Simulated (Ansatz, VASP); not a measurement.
Al in VASP and in Ansatz

```xyz
1
Lattice="0.0000 1.9230 1.9230 1.9230 0.0000 1.9230 1.9230 1.9230 0.0000" Properties=species:S:1:pos:R:3 pbc="T T T"
Al    0.0000    0.0000    0.0000
```

Alike in both runs: task single point; functional PBE; k mesh 18 × 18 × 18; occupations gaussian, width 0.1 eV; no spin polarisation.

|  | VASP | Ansatz |
| --- | --- | --- |
| version | VASP 6.6.1 | Ansatz 0.2.0 |
| potentials or method | VASP PAW PBE potentials, release 64 (Al) | scalar-relativistic, plane waves, PAW |
| plane-wave cutoff (eV) | 520 | 420 |
| valence electrons in the cell | 3 | 3 |

```tsv
	VASP	Ansatz	Ansatz less VASP
gap on the k mesh at the Fermi level (eV)	none	none	-
pressure (GPa)	16.0	16.0	+0.03
```

A gap of «none» marks a metal or a gap that the smearing closes. The functional is the same, so the differences come from potentials, cutoffs and numerics.

Caveats: so large a pressure means that the cell lies far from this level's equilibrium, or that cutoff or potentials fall short (VASP).
